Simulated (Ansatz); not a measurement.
# IrO$_{2}$, one cell by several methods

```
Ir O
1.0
     4.43820    0.00000    0.00000
     0.00000    4.43820    0.00000
     0.00000    0.00000    3.10348
Ir O
2 4
Cartesian
  0.0000 0.0000 0.0000
  2.2191 2.2191 1.5517
  1.3803 1.3803 0.0000
  0.8388 3.5994 1.5517
  3.0579 3.0579 0.0000
  3.5994 0.8388 1.5517
```

Atom numbers follow the list: Ir1, Ir2, O3, O4, O5, O6.

The geometry is COD entry 1538153, unchecked; take it as a test cell. It is an old determination, and later ones may differ. The listed cell was then made from it by scaling, straining or moving an atom.

Spin–orbit coupling is left out, though it moves levels of the heavy atoms by tenths of an eV or more.

All numbers are computed: DFT, PBEsol, PAW with Ansatz's default frozen-core files, scalar-relativistic (Ansatz 0.2.0); DFT, PBEsol, all-electron PAW with datasets made for the crystal, scalar-relativistic (Ansatz 0.2.0); DFT, PBEsol, all-electron LAPW, scalar-relativistic (Ansatz 0.2.0).

For PAW: a Γ-centred 8×8×11 k mesh, Fermi–Dirac smearing of 0.05 eV, cutoff 420 eV, no spin polarisation; the PAW files were made with PBE, and the program remakes their frozen cores for this functional. The crystal-made all-electron datasets (AE datasets) take a cutoff of 500 eV at this cell. LAPW targets a basis error of 0.5 meV/atom. The Ansatz runs share mesh, smearing and spin set-up. Plane-wave (PAW) pressures include the program's estimate of the Pulay term.

Stress and pressure are positive in compression.

The change that made this cell: volume scaled by 0.96.

Spin–orbit coupling is left out, which moves gradients at and beside heavy atoms by some per cent and at worst by a factor of two.

In a metal, gradients converge slowly with the k mesh: the values move by tens of per cent from one mesh to another, at times in sign, so only the comparison on one mesh counts.

```
                             quantity     PAW  AE datasets    LAPW
                       pressure (GPa)   11.44        11.51   11.51
                      stress xx (GPa)    7.46         7.50    7.50
                      stress zz (GPa)   19.42        19.52   19.52
                force on O3, x (eV/Å)  -0.506       -0.510  -0.510
field gradient Vzz at Ir1 (10²¹ V/m²)  -16.71       -16.51       –
 field gradient Vzz at O3 (10²¹ V/m²)   -9.15        -8.95       –
```

PAW's pressure differs from the LAPW value by -0.06 GPa. Datasets made for the crystal and LAPW share parts of one code, so their agreement isn't an independent check.
